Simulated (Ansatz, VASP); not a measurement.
# One calculation of ZrB2, two programs

```
Zr B
1.0
     3.09374    0.00000    0.00000
    -1.54687    2.67926    0.00000
     0.00000    0.00000    3.42806
Zr B
1 2
Direct
  0.00000 0.00000 0.00000
  0.33333 0.66667 0.50000
  0.66667 0.33333 0.50000
```

Alike in both runs: functional PBEsol; k mesh 18 × 18 × 12; occupations gaussian, width 0.1 eV; no spin polarisation.

Ansatz relaxed the structure, and its values are those at the end. VASP's run is a single point on that final structure, the one shown.

```csv
,VASP,Ansatz
version,VASP 6.6.1,Ansatz 0.2.0
potentials or method,"VASP PAW PBE potentials, release 64 (Zr_sv, B)","scalar-relativistic, plane waves, PAW"
plane-wave cutoff (eV),520,420
valence electrons in the cell,18,18
```

|  | VASP | Ansatz | Ansatz less VASP |
| --- | --- | --- | --- |
| gap on the k mesh at the Fermi level (eV) | none | none | - |
| pressure (GPa) | 17.8 | 17.4 | -0.42 |

A gap of «none» marks a metal or a gap that the smearing closes.

Caveats: so large a pressure means that the cell lies far from this level's equilibrium, or that cutoff or potentials fall short (VASP); the potentials were made for another functional, which shifts forces and pressure (VASP).
